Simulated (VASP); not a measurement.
# InP (F-43m) in VASP: a series of runs, part 2 of 2

VASP 6.6.1.

### 4 Single point, LDA (grid = ENCUT=650 dk=0.45 cell=3x3x2 ISMEAR=0 SIGMA=0.05 LREAL=Auto EDIFF=1e-06)

The input, INCAR:

```
  PREC = Accurate
  ENCUT = 650
  EDIFF = 1E-6
  ISMEAR = 0
  SIGMA = 0.05
  LREAL = Auto
  LASPH = True
  NELM = 120
  ALGO = Fast
  ISIF = 2
  LWAVE = False
  LCHARG = False
  NBANDS = 174
  NCORE = 1
  KPAR = 2
```

The input, KPOINTS:

```
Automatic mesh
0
Gamma
  2 2 3
```

The input, POSCAR:

```
InP
1.0
    0.0000000000      8.7915000000      8.7915000000
    8.7915000000      0.0000000000      8.7915000000
    5.8610000000      5.8610000000      0.0000000000
P In
18 18
Direct
    0.0000000000      0.0000000000      0.0000000000
    0.2500000000      0.2500000000      0.3750000000
    0.2500000000      0.2500000000      0.8750000000
    0.2500000000      0.5833333333      0.3750000000
    0.2500000000      0.5833333333      0.8750000000
    0.2500000000      0.9166666667      0.3750000000
    0.5833333333      0.2500000000      0.3750000000
    0.5833333333      0.2500000000      0.8750000000
    0.5833333333      0.5833333333      0.3750000000
    0.5833333333      0.5833333333      0.8750000000
    0.5833333333      0.9166666667      0.3750000000
    0.5833333333      0.9166666667      0.8750000000
    0.9166666667      0.2500000000      0.3750000000
    0.9166666667      0.2500000000      0.8750000000
    0.9166666667      0.5833333333      0.3750000000
    0.9166666667      0.5833333333      0.8750000000
    0.9166666667      0.9166666667      0.3750000000
    0.9166666667      0.9166666667      0.8750000000
    0.0000000000      0.0000000000      0.5000000000
    0.0000000000      0.3333333333      0.0000000000
    0.0000000000      0.3333333333      0.5000000000
    0.0000000000      0.6666666667      0.0000000000
    0.0000000000      0.6666666667      0.5000000000
    0.3333333333      0.0000000000      0.0000000000
    0.3333333333      0.0000000000      0.5000000000
    0.3333333333      0.3333333333      0.0000000000
    0.3333333333      0.3333333333      0.5000000000
    0.3333333333      0.6666666667      0.0000000000
    0.3333333333      0.6666666667      0.5000000000
    0.6666666667      0.0000000000      0.0000000000
    0.6666666667      0.0000000000      0.5000000000
    0.6666666667      0.3333333333      0.0000000000
    0.6666666667      0.3333333333      0.5000000000
    0.6666666667      0.6666666667      0.0000000000
    0.6666666667      0.6666666667      0.5000000000
    0.2500000000      0.9166666667      0.8750000000
```

Potentials or basis: VASP PAW LDA potentials, release 64 (P, In_d).

Launch:

```console
$ cat potpaw_LDA.64/P/POTCAR potpaw_LDA.64/In_d/POTCAR > POTCAR
$ mpirun -np 4 vasp_std > vasp.out
```

OUTCAR:

```text
PREC = Accurate
   ENCUT = 650
   EDIFF = 1E-6
   ISMEAR = 0
   LREAL = Auto
   LASPH = True
   NELM = 120
   ISIF = 2

 Found      8 irreducible k-points:

 Following reciprocal coordinates:
            Coordinates               Weight
  0.000000  0.000000  0.000000      1.000000
  0.500000  0.000000  0.000000      1.000000
  0.000000  0.500000  0.000000      1.000000
  0.500000  0.500000  0.000000      1.000000
  0.000000  0.000000  0.333333      2.000000
  0.500000  0.000000  0.333333      2.000000
   k-points           NKPTS =      8   k-points in BZ     NKDIM =      8   number of bands    NBANDS=    174
   number of dos      NEDOS =    301   number of ions     NIONS =     36
   total plane-waves  NPLWV = 816480
   dimension x,y,z NGX =   108 NGY =  108 NGZ =   70
   dimension x,y,z NGXF=   216 NGYF=  216 NGZF=  140
   ions per type =              18  18
   NGX,Y,Z   is equivalent  to a cutoff of  14.44, 14.44, 14.04 a.u.
   NGXF,Y,Z  is equivalent  to a cutoff of  28.88, 28.88, 28.08 a.u.
 SYSTEM =  unknown system
   PREC   = accura    normal or accurate (medium, high low for compatibility)
   ISTART =      0    job   : 0-new  1-cont  2-samecut
   ICHARG =      2    charge: 1-file 2-atom 10-const
   ISPIN  =      1    spin polarized calculation?
   LNONCOLLINEAR =      F non collinear calculations
   LSORBIT =      F    spin-orbit coupling
   LASPH  =      T    aspherical Exc in radial PAW
   ENCUT  =  650.0 eV  47.77 Ry    6.91 a.u.  25.85 25.85 17.23*2*pi/ulx,y,z
   NELM   =    120;   NELMIN=  2; NELMDL= -5     # of ELM steps
   EDIFF  = 0.1E-05   stopping-criterion for ELM
   LREAL  =      T    real-space projection
   EDIFFG = 0.1E-04   stopping-criterion for IOM
   NSW    =      0    number of steps for IOM
   IBRION =     -1    ionic relax: 0-MD 1-quasi-New 2-CG
   NFREE  =      0    steps in history (QN), initial steepest desc. (CG)
   ISIF   =      2    stress and relaxation
   ISYM   =      2    0-nonsym 1-usesym 2-fastsym
   POTIM  = 0.5000    time-step for ionic-motion
   TEBEG  =    0.0;   TEEND  =   0.0 temperature during run
   PSTRESS=    0.0 pullay stress
   NELECT =     324.0000    total number of electrons
[... 16 lines left out ...]
   IVDW    =     0    specifies the selected vdW correction
   LEPSILON=     F    determine dielectric tensor
   LRPA    =     F    only Hartree local field effects (RPA)
 non-spin polarized calculation
 RMM-DIIS sequential band-by-band and
 Gauss-broadening in eV      SIGMA  =   0.05
  energy-cutoff  :      650.00
  volume of cell :      906.00
 maximum number of plane-waves:     34157
 NGX is ok and might be reduce to   108
   NGX = 51   NGY = 51   NGZ = 35

 number of electron     324.0000001 magnetization

 Free energy of the ion-electron system (eV)
  ---------------------------------------------------
  ext. energy  EPLUGINS =         0.00000000
  ---------------------------------------------------
  free energy    TOTEN  =      -170.23757118 eV

  energy without entropy =     -170.22912246  energy(sigma->0) =     -170.23334682

 E-fermi :   5.5011     XC(G=0):  -9.6167

 val. band max:        5.4968999733   @ k =   0.0000   0.0000   0.3333
 cond. band min:       5.5437639503   @ k =   0.0000   0.0000   0.0000
 fundamental gap:      0.0468639770
 Fermi energy:         5.5011331439

 k-point     1 :       0.0000    0.0000    0.0000
  band No.  band energies     occupation
      1      -9.6314      2.00000
      2      -9.5906      2.00000
      3      -9.4022      2.00000
      4      -9.3942      2.00000
      5      -9.3853      2.00000
      6      -9.3823      2.00000
[... 1051 lines left out ...]
    173       7.7996      0.00000
    174       8.3894      0.00000

 [... further k-points ...]

------------------------ aborting loop because EDIFF is reached ----------------------------------------

  FORCE on cell =-STRESS in cart. coord.  units (eV):
  Direction    XX          YY          ZZ          XY          YZ          ZX
  --------------------------------------------------------------------------------------
  -------------------------------------------------------------------------------------
  Total       -3.4413198     -3.4336890     -2.1752835     -0.0841356     -0.8662109      0.7111893
  in kB       -6.0856636     -6.0721692     -3.8467926     -0.1487862     -1.5318158      1.2576740
  external PRESSURE =      -5.3348751 kB  Pullay stress =       0.0000000 kB

 VOLUME and BASIS-vectors are now :
 -----------------------------------------------------------------------------
  energy-cutoff  :      650.00
  volume of cell :      906.00
      direct lattice vectors                 reciprocal lattice vectors
     0.000000000  8.791500000  8.791500000    -0.056873116  0.056873116  0.056873116
     8.791500000  0.000000000  8.791500000     0.056873116 -0.056873116  0.056873116
     5.861000000  5.861000000  0.000000000     0.085309674  0.085309674 -0.085309674

 POSITION                                       TOTAL-FORCE (eV/Angst)
 -----------------------------------------------------------------------------------
      0.00000      0.00000      0.00000         0.680162     -0.746117     -0.765281
      4.39575      4.39575      4.39575        -0.083509     -0.133524      0.144973
      7.32625      7.32625      4.39575         0.089035      0.108381      0.072923
      7.32625      4.39575      7.32625        -0.084291      0.174683     -0.156301
     10.25675      7.32625      7.32625        -0.152520      0.064955     -0.096101
     10.25675      4.39575     10.25675        -0.014554      0.014318      0.002986
[... 28 lines left out ...]
      8.79150      8.79150     11.72200         0.027263     -0.004283     -0.033572
     13.18725      7.32625     10.25675         0.796482     -0.799369     -1.055192
 -----------------------------------------------------------------------------------
    total drift:                                0.065891      0.065135     -0.045648

  FREE ENERGIE OF THE ION-ELECTRON SYSTEM (eV)
  ---------------------------------------------------
  free  energy   TOTEN  =      -170.2375711801 eV

  energy  without entropy=     -170.2291224613  energy(sigma->0) =     -170.23334682
```

OSZICAR:

```text
N       E                     dE             d eps       ncg     rms          rms(c)
DAV:   1     0.443111656817E+04    0.44311E+04   -0.15574E+05  2784   0.252E+03
[... 13 lines left out ...]
RMM:  15    -0.170237681345E+03   -0.80050E-05   -0.41697E-04  3985   0.374E-02    0.186E+00
RMM:  16    -0.170237625390E+03    0.55955E-04   -0.15906E-04  3672   0.300E-02    0.142E+00
RMM:  17    -0.170237601909E+03    0.23481E-04   -0.91254E-05  3902   0.197E-02    0.106E+00
RMM:  18    -0.170237584706E+03    0.17203E-04   -0.48149E-05  3625   0.179E-02    0.655E-01
RMM:  19    -0.170237574326E+03    0.10380E-04   -0.35539E-05  3632   0.144E-02    0.394E-01
RMM:  20    -0.170237570688E+03    0.36385E-05   -0.27319E-05  3614   0.139E-02    0.107E-01
RMM:  21    -0.170237571180E+03   -0.49230E-06   -0.96412E-06  2736   0.730E-03
   1 F= -.17023757E+03 E0= -.17023335E+03  d E =-.844872E-02
```

stdout:

```text
POSCAR found type information on POSCAR P In
 POSCAR found :  2 types and      36 ions
 scaLAPACK will be used
 LDA part: xc-table for (Slater(with rela. corr.)+CA(PZ))
 , standard interpolation
 -----------------------------------------------------------------------------
|                                                                             |
|           W    W    AA    RRRRR   N    N  II  N    N   GGGG   !!!           |
|           W    W   A  A   R    R  NN   N  II  NN   N  G    G  !!!           |
|           W    W  A    A  R    R  N N  N  II  N N  N  G       !!!           |
|           W WW W  AAAAAA  RRRRR   N  N N  II  N  N N  G  GGG   !            |
|           WW  WW  A    A  R   R   N   NN  II  N   NN  G    G                |
|           W    W  A    A  R    R  N    N  II  N    N   GGGG   !!!           |
|                                                                             |
|     Your reciprocal lattice and k-lattice belong to different lattice       |
|     classes:                                                                |
|                                                                             |
|        The reciprocal lattice is base-centered monoclinic,                  |
|        whereas your k-lattice is body-centered cubic.                       |
|                                                                             |
|     Results are often still useful ...                                      |
|                                                                             |
 -----------------------------------------------------------------------------

 POSCAR, INCAR and KPOINTS ok, starting setup
 FFT: planning ... GRIDC
 FFT: planning ... GRID_SOFT
 FFT: planning ... GRID
 WAVECAR not read
 entering main loop
```

Run time: 21 min. Hardware: 4 MPI ranks of Intel Xeon Platinum 8488C (Sapphire Rapids), shared host; peak memory 1.1 GiB.

These settings aren't checked as converged: the numbers below hold their error.

Results:

| Property | Result |
| --- | --- |
| Free energy | -170.2376 eV |
| Pressure | -0.5 GPa |
| Largest force | 1.545 eV/Å |
| Band gap on the k mesh | none (metal or under the smearing width) |
